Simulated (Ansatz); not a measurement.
**All-electron card of N**

```yaml
crystal:
  lattice:
    - [0.00000, 2.09207, 2.09207]
    - [2.09207, 0.00000, 2.09207]
    - [2.09207, 2.09207, 0.00000]
  atoms:
    - { symbol: N, position: [0.00000, 0.00000, 0.00000] }
    - { symbol: N, position: [0.25000, 0.25000, 0.25000] }
```

Atom numbers follow the list: N1, N2.

Conventional cell: a = 4.184 Å, b = 4.184 Å, c = 4.184 Å, α = 90.00°, β = 90.00°, γ = 90.00°. N (atom 1) has 4 N at 1.81 Å as nearest neighbours.

The structure comes from a relaxation in the same program, started in the diamond type, and has space group Fd-3m. Whether it is a known phase or the ground state wasn't checked.

Method: Ansatz 0.2.0, DFT, PBE, all-electron LAPW, scalar-relativistic.

Settings: a Γ-centred 13×13×13 k mesh, Fermi–Dirac smearing of 0.08 eV, basis error target 0.25 meV/atom, no spin polarisation.

| Item | Value |
| --- | --- |
| Volume per atom | 9.16 Å³ |
| Pressure at this cell | -0.03 GPa |

Task: Band gap: what does the calculation give?

Result: none: bands cross the Fermi level, a metal.

Task: Predict this quantity. Density of states at the Fermi level (0.2 eV bin).

Result: 0.69 states/eV per cell.
